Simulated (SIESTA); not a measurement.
The system is CuI (Marshite).

```xyz
2
Lattice="0.0000 3.0315 3.0315 3.0315 0.0000 3.0315 3.0315 3.0315 0.0000" Properties=species:S:1:pos:R:3 pbc="T T T"
I     0.0000    0.0000    0.0000
Cu    4.5473    4.5473    4.5473
```

Base run:

- Program: SIESTA 5.4.2
- Functional: BLYP
- Potentials or basis: PseudoDojo 0.4 standard (PBE files)
- Basis: DZP (energy shift 0.003 Ry; two zetas on semicore shells)
- Grid cutoff: 800 Ry
- Energy shift: 0.003 Ry
- k mesh: 8 × 8 × 8
- Occupations: fermi-dirac, width 0.05 eV
- Spin: no spin polarisation

Its results: band gap on the k mesh 1.78 eV, direct; pressure 4.7 GPa.

Problem. The run is repeated on the same cell with these changes: functional from BLYP to PBE; k mesh from 8 × 8 × 8 to 6 × 6 × 6. What comes out?

Solution. Band gap on the k mesh 1.73 eV, direct; pressure 1.5 GPa.

Several settings changed at once, so the effect can't be laid on one alone.

Caveats: short orbitals over semicore shells can move pressures by several GPa; spin-orbit coupling is left out, which moves the levels of the heavy elements; the basis of atomic orbitals isn't converged, which shifts pressures, moduli and gaps; the potentials were made for another functional, which shifts forces and pressure (some runs); the basis holds too few empty states to meet the f-sum rule, so the spectrum is short of weight at high energy (some runs).
